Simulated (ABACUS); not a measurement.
Crystal: Mg.

```
Mg
1.0
     3.20930    0.00000    0.00000
    -1.60465    2.77934    0.00000
     0.00000    0.00000    5.21030
Mg
2
Direct
  0.66667 0.33333 0.75000
  0.33333 0.66667 0.25000
```

Base run:

- Program: ABACUS 3.10.1
- Functional: PBEsol
- Potentials or basis: SPMS ONCV 1.0 PBE
- Cutoff: 1143 eV
- Density cutoff: 4572 eV
- Basis: plane waves
- k mesh: 8 × 8 × 4
- Occupations: fermi-dirac, width 0.05 eV
- Spin: no spin polarisation

Its results: band gap on the k mesh none (metal or under the smearing width); pressure -0.9 GPa.

The run is repeated on the same cell with these changes: functional from PBEsol to PW91; potentials or basis from SPMS ONCV 1.0 PBE to SG15 ONCV 1.2 PBE. What comes out?

Band gap on the k mesh none (metal or under the smearing width); pressure -0.5 GPa.

Caveats: the potentials were made for another functional, which shifts forces and pressure.

Not every run made on this cell is shown here.
